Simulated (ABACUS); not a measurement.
Set up this calculation in ABACUS 3.10.1, as the native input.

```yaml
Task: band structure
Functional: rSCAN
Potentials_or_basis: SG15 ONCV 1.2 PBE
Cutoff: 1537 eV
Density_cutoff: 6150 eV
Basis: plane waves
Occupations: fermi-dirac, width 0.05 eV
Spin: collinear spin, ferromagnetic start
Starting_moments: "[1.0, 0.0] μB"
Radial_cutoff_of_the_potentials_pseudo_rcut: 10 bohr
Threshold_of_the_eigensolver: 1e-07 Ry
Density: read from an earlier self-consistent run
Path: G-X-W-K-G-L-U-W-L-K, U-X
Points_for_each_segment_of_the_path: 10
SCF_threshold_on_the_density: 1e-08
Max_SCF_steps: 100
Eigensolver: dav
Mixing: broyden
Mixing_share: 0.4
Symmetry_key: -1
```

Crystal: NiO.

```
Ni O
1.0
     0.00000    2.08590    2.08590
     2.08590    0.00000    2.08590
     2.08590    2.08590    0.00000
Ni O
1 1
Cartesian
  0.0000 0.0000 0.0000
  2.0859 2.0859 2.0859
```

These files were run (other wordings do the same):

INPUT

```
INPUT_PARAMETERS
suffix              NiO
calculation         nscf
basis_type          pw
pseudo_dir          ./
symmetry            -1
dft_functional      MGGA_X_RSCAN+MGGA_C_RSCAN
ecutwfc             113.0
pseudo_rcut         10
nspin               2
nbands              23
ks_solver           dav
smearing_method     fd
smearing_sigma      0.00367493
scf_thr             1e-08
scf_nmax            100
mixing_type         broyden
mixing_beta         0.4
mixing_tau          1
init_chg            file
pw_diag_thr         1e-07
out_band            1
kpar                4
```

STRU

```
ATOMIC_SPECIES
Ni 58.6934 Ni_ONCV_PBE-1.2.upf
O 15.9990 O_ONCV_PBE-1.2.upf

LATTICE_CONSTANT
1.8897261246

LATTICE_VECTORS
0.0000000000 2.0859016414 2.0859016414
2.0859016414 0.0000000000 2.0859016414
2.0859016414 2.0859016414 0.0000000000

ATOMIC_POSITIONS
Direct

Ni
0.0
1
0.0000000000 0.0000000000 0.0000000000 1 1 1 mag 1

O
0.0
1
0.5000000000 0.5000000000 0.5000000000 1 1 1 mag 0
```

KPT

```
K_POINTS
12
Line
0.00000000 0.00000000 0.00000000 10 // G
0.50000000 0.00000000 0.50000000 10 // X
0.50000000 0.25000000 0.75000000 10 // W
0.37500000 0.37500000 0.75000000 10 // K
0.00000000 0.00000000 0.00000000 10 // G
0.50000000 0.50000000 0.50000000 10 // L
0.62500000 0.25000000 0.62500000 10 // U
0.50000000 0.25000000 0.75000000 10 // W
0.50000000 0.50000000 0.50000000 10 // L
0.37500000 0.37500000 0.75000000 1 // K
0.62500000 0.25000000 0.62500000 10 // U
0.50000000 0.00000000 0.50000000 1 // X
```

Potentials or basis: SG15 ONCV 1.2 PBE, plane waves.

Run with:

```sh
$ OMP_NUM_THREADS=1 mpirun -np 4 abacus > log
```

It gave:

The band gap along the path is 0.64 eV, indirect (least direct gap 1.57 eV).

Caveat: the density is read from an earlier self-consistent run, whose mesh may be coarse.

Run time: 70 s on 4 MPI ranks on Intel(R) Xeon(R) Platinum 8488C (Sapphire Rapids), on a shared host, peak memory 0.56 GiB a rank.
